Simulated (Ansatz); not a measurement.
BeTe in the zincblende structure (r2SCAN geometry), in Ansatz:

Space group F-43m (No. 216). a = 5.657 Å, b = 5.657 Å, c = 5.657 Å, α = 90.00°, β = 90.00°, γ = 90.00°
```json
{"atom": "Be", "site": "4a", "symmetry": "-43m", "x": "0.0000", "y": "0.0000", "z": "0.0000"}
{"atom": "Te", "site": "4d", "symmetry": "-43m", "x": "0.2500", "y": "0.2500", "z": "0.7500"}
```

G0W0@PBE with 248 empty bands, a screening cutoff of 180 eV and a 6×6×6 mesh (PAW, contour deformation) gives 2.893 eV over the mesh points, from a PBE gap of 2.019 eV; it sums over 257 bands with 259 plane waves in the screening and a wave cutoff of 420 eV. G0W0 here is at a finite number of bands, screening cutoff and k mesh, not at the basis limit. Spin-unpolarised throughout; all numbers are computed.

**Question.** Estimate the gap with potentials of the kind norm-conserving, with them a wave cutoff of 1800 eV.

**Answer.** 2.856 eV (-0.037 eV), from a Kohn-Sham gap of 2.021 eV.

**Question.** Estimate the gap with starting point HSE06.

**Answer.** 3.181 eV (+0.288 eV), from a Kohn-Sham gap of 2.695 eV.

No spin-orbit coupling is included; it can move band edges with weight on the heavy atoms by tenths of an eV.
